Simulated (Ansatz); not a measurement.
Clamped-ion strain scan in CoSi2

Level of theory: DFT PBEsol, scalar-relativistic, plane waves, PAW (Ansatz). Settings: plane waves to 420 eV, k-mesh 16×16×16 (Γ-centred), Gaussian smearing 0.15 eV. No spin polarisation. A magnetic state may lie lower. Energies are free energies at this smearing, counted from the undisturbed cell; pressure is positive in compression.

Zero of the scan (relaxed at this level):

```
CELL_PARAMETERS angstrom
0.00000 2.65625 2.65625
2.65625 0.00000 2.65625
2.65625 2.65625 0.00000
ATOMIC_POSITIONS crystal
Co 0.00000 0.00000 0.00000
Si 0.25000 0.25000 0.25000
Si 0.75000 0.75000 0.75000
```

The cell is strained by ε times the Voigt pattern (0, 0, 0, 1, 0, 0) (xx, yy, zz, yz, xz, xy; engineering shear) with fractional coordinates fixed. The cell is metallic on the mesh throughout.

| ε | ΔE (meV/atom) | stress summed along the pattern (GPa, tension positive) | pressure (GPa) |
| --- | --- | --- | --- |
| -0.0600 | 22.2 | -9.42 | 0.7 |
| -0.0300 | ? | ? | 0.2 |
| 0.0000 | 0.0 | 0.00 | 0.0 |
| 0.0075 | 0.3 | 1.19 | 0.0 |
| 0.0150 | 1.4 | 2.38 | 0.0 |
| 0.0225 | ? | 3.57 | ? |
| 0.0375 | 8.7 | 5.94 | 0.3 |
| 0.0450 | 12.5 | 7.11 | 0.4 |
| 0.0525 | 17.0 | 8.27 | 0.5 |

By symmetry 0.0600 repeats -0.0600, -0.0450 repeats 0.0450, 0.0300 repeats -0.0300, -0.0150 repeats 0.0150 in energy; the slope of the energy along the path changes sign there.

(1) Give the withheld values.

## Answers

(1) ΔE (meV/atom) at ε = -0.0300: 5.6; stress summed along the pattern (GPa, tension positive) at ε = -0.0300: -4.76; ΔE (meV/atom) at ε = 0.0225: 3.1; pressure (GPa) at ε = 0.0225: 0.1.